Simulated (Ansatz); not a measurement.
# InSb: a single-point run

The task is a single-point run on InSb. The structure is shown as the input types it. The cell is built on a prototype (rocksalt) and needn't be the phase found in nature.

Program: Ansatz 0.2.0. Level of theory: density functional or hybrid calculation with the settings of its input, plane waves (as first typed). These are calculated values, not measurements.

### 1 The system as given

It takes space group Fm-3m (No. 225, cubic). Conventional cell: a = 6.084 Å, b = 6.084 Å, c = 6.084 Å, α = 90.00°, β = 90.00°, γ = 90.00°. In (site symmetry m-3m) is surrounded by 6 Sb at 3.04 Å. Around Sb (site symmetry m-3m) lie 6 In at 3.04 Å.

As a file:

```cif
data_structure
_symmetry_space_group_name_H-M 'P 1'
_symmetry_Int_Tables_number 1
_cell_length_a 4.3023
_cell_length_b 4.3023
_cell_length_c 4.3023
_cell_angle_alpha 60.000
_cell_angle_beta 60.000
_cell_angle_gamma 60.000
_cell_volume 56.31
loop_
_atom_site_label
_atom_site_type_symbol
_atom_site_fract_x
_atom_site_fract_y
_atom_site_fract_z
_atom_site_occupancy
In1 In 0.00000 0.00000 0.00000 1
Sb1 Sb 0.50000 0.50000 0.50000 1
```

### 2 The calculation

Input file input.yaml:

```yaml
crystal:
  lattice:
    - [0.0, 3.0422106271, 3.0422106271]
    - [3.0422106271, 0.0, 3.0422106271]
    - [3.0422106271, 3.0422106271, 0.0]
  atoms:
    - { symbol: In, position: [0.0, 0.0, 0.0] }
    - { symbol: Sb, position: [0.5, 0.5, 0.5] }
kpoints:
  mp_grid: { grid: [6, 6, 6] }
hamiltonian:
  xc: pbe
scf:
  occupations: { method: fermi_dirac, width: 0.02 }
  n_extra_bands: 4
  max_iter: 61
output:
  forces: true
  stress: true
  eigenvalues: true
basis:
  ecutrho_ratio: 2
```

The run is started by

```
ansatz run input.yaml --threads 4 --pin off --max-ram 3686MiB --backend cpu --events-out ev --progress --plain --runs-dir out
```

What happens when this is run?

This run ends as converged, with warnings (cutoff below recommended). Its log warns: «basis.ecutrho_ratio = 2 (ecutrho = 840 eV) is below the records' recommended 1680 eV»

In the input, basis.ecutrho_ratio is 2. The density grid can't hold the products of the orbitals.

Run again and compare: delete basis.ecutrho_ratio (the default then holds).
